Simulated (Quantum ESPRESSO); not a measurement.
Runs of Quantum ESPRESSO 7.5 on InP. Symmetry: F-43m, No. 216, cubic system. The conventional cell has a = 5.868 Å, b = 5.868 Å, c = 5.868 Å, α = 90.00°, β = 90.00°, γ = 90.00°. In (site symmetry -43m) is surrounded by 4 P at 2.54 Å. Around P (site symmetry -43m) lie 4 In at 2.54 Å. The cell was built by a generator and isn't the measured one.

```tsv
level	potentials or basis	cell	form of the LDA correlation	gap on the mesh (eV)	pressure (GPa)
LDA	PseudoDojo 0.4.1 SR LDA standard	relaxed to 2.5 GPa	PW92	0.77	2.5
PBEsol	PseudoDojo 0.4.1 SR PBEsol standard	relaxed to 5 GPa	-	0.91	5.0
LDA	PseudoDojo 0.4.1 SR LDA standard	relaxed to 8.2 GPa	PW92	(b)	8.2
PBEsol	PseudoDojo 0.4.1 SR PBEsol standard	relaxed to 2.5 GPa	-	(c)	2.5
PBEsol	PseudoDojo 0.4.1 SR PBEsol standard	relaxed to 0.3 kbar	-	(a)	0.0
LDA	PseudoDojo 0.4.1 SR LDA standard	relaxed to 0.3 kbar	PW92	0.60	0.0
PBEsol	PseudoDojo 0.4.1 SR PBEsol standard	relaxed to 8.2 GPa	-	1.08	8.2
LDA	PseudoDojo 0.4.1 SR LDA standard	relaxed to 5 GPa	PW92	0.93	5.0
```

Alike in all rows: task relaxation of cell and atoms; no spin polarisation; k mesh 10 × 10 × 10; cutoff (eV) 952; smearing fixed.

Question: Estimate the missing entries.

Answer: (a) 0.56; (b) 1.10; (c) 0.75.

Caveats: spin-orbit coupling is left out, which moves the levels of the heavy elements.

A k mesh can miss the band edges, and the runs leave out spin-orbit coupling on In.

Runs at the PBE level aren't shown here.
